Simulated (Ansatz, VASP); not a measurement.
# NiGe3: VASP beside Ansatz

```xyz
4
Lattice="3.9478 0.0000 0.0000 0.0000 3.9478 0.0000 0.0000 0.0000 3.9478" Properties=species:S:1:pos:R:3 pbc="T T T"
Ni    0.0000    0.0000    0.0000
Ge    0.0000    1.9739    1.9739
Ge    1.9739    0.0000    1.9739
Ge    1.9739    1.9739    0.0000
```

Alike in both runs: task relaxation of cell and atoms; functional PBE; k mesh 4 × 4 × 4; occupations gaussian, width 0.1 eV; collinear spin.

|  | VASP | Ansatz |
| --- | --- | --- |
| version | VASP 6.6.1 | Ansatz 0.2.0 |
| potentials or method | VASP PAW PBE potentials, release 64 (Ni, Ge_d) | scalar-relativistic, plane waves, PAW |
| plane-wave cutoff (eV) | 600 | 420 |
| valence electrons in the cell | 52 | 60 |

```tsv
	VASP	Ansatz	Ansatz less VASP
gap on the k mesh at the Fermi level, each at its own relaxed structure (eV)	none	none	-
net moment per atom (μB)	0.00	0.08	+0.077
size of the moment on the site where the two differ most (μB)	0.00	0.18	+0.182
relaxed volume (Å³/atom)	16.31	16.33	+0.017
relaxed cell length with the largest relative difference (Å)	4.025	4.027	+0.0014
energy change over the relaxation (meV/atom)	-17	-16	+0.5
```

Site moments also hang on the region over which each program counts them. A gap of «none» marks a metal or a gap that the smearing closes. The two sets of potentials don't hold the same shells in valence.

Caveats: the k mesh is coarse (spacing up to 0.40 Å⁻¹), so the values aren't converged.
